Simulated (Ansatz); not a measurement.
Stress against strain in MgS

```
CELL_PARAMETERS angstrom
0.00000 2.60165 2.60165
2.60165 0.00000 2.60165
2.60165 2.60165 0.00000
ATOMIC_POSITIONS crystal
Mg 0.00000 0.00000 0.00000
S 0.50000 0.50000 0.50000
```

Atoms are numbered in the order listed.

The cell is COD entry 9008672, as deposited and not checked against the literature; nothing was relaxed.

Level of theory: DFT, PBE, all-electron LAPW, scalar-relativistic in Ansatz 0.2.0.

Numerical set-up: a Γ-centred 8×8×8 k mesh, Fermi–Dirac smearing of 0.01 eV, basis error target 0.25 meV/atom, no spin polarisation.

The strain is applied along the Cartesian axes of the cell as listed (the other components stay zero). Fractional coordinates are held (clamped ions).

σ is the change of stress from the unstrained cell, which is at 1.15 GPa; tension is positive, so slopes are stress–strain coefficients at that pressure.

Only quantities that a quadratic follows smoothly over the whole series are listed; rougher ones are left out.

```
    εzz  σzz (GPa)  σxx (GPa)
-0.0300      -5.36      -1.38
-0.0100      -1.59      -0.44
 0.0000       0.00       0.00
 0.0100       1.41       0.42
 0.0200       2.65       0.83
 0.0300       3.75       1.22
```

**Question.** Fit the series and read off the stiffness at zero strain.

**Answer.** Least-squares fits y = p0 + p1 x + p2 x² to the rows give σzz (GPa): p1 = 151, p2 = -890; σxx (GPa): p1 = 43.3, p2 = -88. So C11 = 151 GPa and C12 = 43 GPa, which gives B = (C11 + 2 C12)/3 = 79 GPa.

**Question.** One run, at εzz = -0.0200, is withheld. Predict its row.

**Answer.** The fits give -3.39, -0.90; the run gave -3.37, -0.90.
